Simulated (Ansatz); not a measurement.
We consider rock-salt LiI, described by r²SCANh (Ansatz, a program for electronic structure, plane waves, PAW).

Numerical settings: plane-wave cutoff 520 eV, 8×8×8 k mesh, Fermi–Dirac smearing 0.01 eV, scalar-relativistic PAW data made under PBE.

Properties against volume:

```json
[
 {"V (Å³/atom)": "25.831", "P (GPa)": "1.14", "direct gap at Γ (eV)": "5.919"},
 {"V (Å³/atom)": "26.438", "P (GPa)": "0.57", "direct gap at Γ (eV)": "5.807"},
 {"V (Å³/atom)": "27.039", "P (GPa)": "0.06", "direct gap at Γ (eV)": "5.701"},
 {"V (Å³/atom)": "27.793", "P (GPa)": "-0.49", "direct gap at Γ (eV)": "5.579"},
 {"V (Å³/atom)": "28.471", "P (GPa)": "-0.92", "direct gap at Γ (eV)": "5.476"}
]
```

The fundamental gap (5.57 eV at the equilibrium volume, with added k points) lies elsewhere than Γ–Γ.

Spin–orbit coupling is not included; with these elements it can move the gap by several tenths of an eV or more.
